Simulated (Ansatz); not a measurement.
The system is Bi.

```
Bi
1.0
    -1.98143    1.98143    1.98143
     1.98143   -1.98143    1.98143
     1.98143    1.98143   -1.98143
Bi
1
Direct
  0.00000 0.00000 0.00000
```

This isn't the form of Bi at room conditions, which is rhombohedral.

* Program: Ansatz 0.2.0
* Task: relaxation of cell and atoms
* Functional: revPBE
* Dispersion: D4
* Potentials or basis: all-electron LAPW, scalar-relativistic
* Basis error allowed: 0.001 eV/atom
* k mesh: 9 × 9 × 9
* Occupations: fermi-dirac, width 0.05 eV
* Spin: no spin polarisation

At the start: volume 31.12 Å³/atom.

**Question.** How do energy, volume and symmetry change on relaxing?

**Answer.** Over 4 steps the energy falls by 6.6 meV/atom and the volume is 30.06 Å³/atom (-3.4 %); space group Im-3m (No. 229, to 0.05 Å).

The path:
| step | energy change (eV) | largest force (eV/Å) | volume (Å³) |
| --- | --- | --- | --- |
| 1 | 0.0000 | 0.0000 | 31.12 |
| 2 | -0.0062 | 0.0000 | 29.79 |
| 3 | -0.0066 | 0.0000 | 30.06 |
| 4 | -0.0066 | 0.0000 | 30.06 |

Final structure:
```
Bi
1.0
    -1.95867    1.95867    1.95867
     1.95867   -1.95867    1.95867
     1.95867    1.95867   -1.95867
Bi
1
Direct
  0.00000 0.00000 0.00000
```
